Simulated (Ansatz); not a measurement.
# GaN: the cost of one run

Program: Ansatz 0.2.0. Level of theory: DFT PBE, scalar-relativistic, plane waves, PAW. These are calculated values, not measurements.

## Step 1: The starting structure

It takes space group P6mm (No. 183, hexagonal). Conventional cell: a = 3.362 Å, b = 3.362 Å, c = 2.962 Å, α = 90.00°, β = 90.00°, γ = 120.00°. Ga (site symmetry 6mm) has 2 N at 1.32 to 1.65 Å as nearest neighbours. N (site symmetry 6mm) is surrounded by 2 Ga at 1.32 to 1.65 Å.

As a file:

```xyz
2
Lattice="3.3623 0.0000 0.0000 -1.6812 2.9119 0.0000 0.0000 0.0000 2.9623" Properties=species:S:1:pos:R:3 pbc="T T T"
Ga    0.0000    0.0000    2.8814
N     0.0000    0.0000    1.2352
```

The cell is invented: random cell by space group and Wyckoff sites (P6mm, No. 183). Its size is a rough estimate.

## Step 2: The guess as it stands, on a coarse mesh

The input, input.yaml:

```yaml
crystal:
  lattice:
    - [3.36232104, 0.0, 0.0]
    - [-1.68116052, 2.91185544, 0.0]
    - [0.0, 0.0, 2.96225338]
  atoms:
    - { symbol: Ga, position: [0.0, 0.0, 0.97269102] }
    - { symbol: "N", position: [0.0, 0.0, 0.41696547] }
basis:
  ecutwfc: 420
kpoints:
  mp_grid: { grid: [6, 6, 6] }
hamiltonian:
  xc: pbe
scf:
  occupations: { method: gaussian, width: 0.1 }
  lower_state_search: "off"
output:
  forces: true
  stress: true
  eigenvalues: true
```

Run with:

```bash
ansatz run input.yaml --threads 1 --pin off --max-ram 2560MiB --backend cpu --events-out ev --progress --plain --runs-dir out
```

Q: Estimate wall time and peak memory on 1 thread of Intel Xeon Platinum 8259CL at 2.50GHz (Skylake/Cascade Lake), shared host.

About 1.6 s, with a peak of 0.31 GiB.
